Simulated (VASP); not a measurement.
An input for Ansatz (written as the equivalent of a VASP run, and not itself run):

Ansatz 0.2 input:
```yaml
crystal:
  lattice:
    - [6.2078279, 0.0000000, 0.0000000]
    - [0.0000000, 6.2078279, 0.0000000]
    - [0.0000000, 0.0000000, 6.2078279]
  atoms:
    - { symbol: Cs, position: [0.0000000, 0.0000000, 0.0000000] }
    - { symbol: Pb, position: [0.5000000, 0.5000000, 0.5000000] }
    - { symbol: I, position: [0.5000000, 0.0000000, 0.5000000] }
    - { symbol: I, position: [0.0000000, 0.5000000, 0.5000000] }
    - { symbol: I, position: [0.5000000, 0.5000000, 0.0000000] }
kpoints:
  mp_grid: { grid: [4, 4, 4] }
hamiltonian:
  xc: r2scan
  pseudopotentials: { kind: paw }
scf:
  occupations: { method: gaussian, width: 0.05 }
  max_iter: 100
relax:
  max_steps: 60
  f_tol: 0.02
  cell: {}
output: { forces: true, stress: true, eigenvalues: true }
```

### Question
Translate this input to VASP (INCAR, KPOINTS, POSCAR, choice of POTCAR).

### Answer
One answer among several that fit: 
### POSCAR
```
CsPbI3
1
    6.2078278966    -0.0000000000     0.0000000000
   -0.0000000000     6.2078278966     0.0000000000
    0.0000000000    -0.0000000000     6.2078278966
Cs Pb I
1 1 3
Direct
  0.0000000000   0.0000000000   0.0000000000
  0.5000000000   0.5000000000   0.5000000000
  0.5000000000   0.0000000000   0.5000000000
  0.0000000000   0.5000000000   0.5000000000
  0.5000000000   0.5000000000   0.0000000000
```

### KPOINTS
```
Automatic mesh
0
Gamma
4 4 4
0 0 0
```

### INCAR
```
LMIXTAU = .TRUE.
METAGGA = R2SCAN
ENCUT = 520   # plane-wave cut-off (eV)
NSW = 60
LCHARG = .FALSE.
LASPH = .TRUE.
SYSTEM = CsPbI3
IBRION = 2   # conjugate gradients
LREAL = .FALSE.   # projection in real space or not
LWAVE = .FALSE.
SIGMA = 0.05
ISMEAR = 0   # Gaussian
NELM = 100   # most electronic steps
EDIFFG = -0.02
LMAXMIX = 4
PREC = Accurate
ALGO = Normal   # blocked Davidson
EDIFF = 1E-6   # SCF stop (eV)
ISIF = 3   # ions, shape and volume
```

POTCAR, in this order: Cs_sv Pb_d I (PBE.64 set). Program: vasp_std.

Limits of the translation: each code has its own PAW files, so the cut-off isn't converted (ENCUT is set for VASP's; basis.ecutwfc is left out, and Ansatz then takes the one that its files recommend); Ansatz stops its SCF on the density residual and VASP on the energy change (EDIFF).

The compound is CsPbI3 in the cubic perovskite structure, the ideal cubic form; the compound distorts at low or room temperature. This run relaxes it. Symmetry was kept, so distortions that lower it aren't found. The start is the result of an earlier pass.
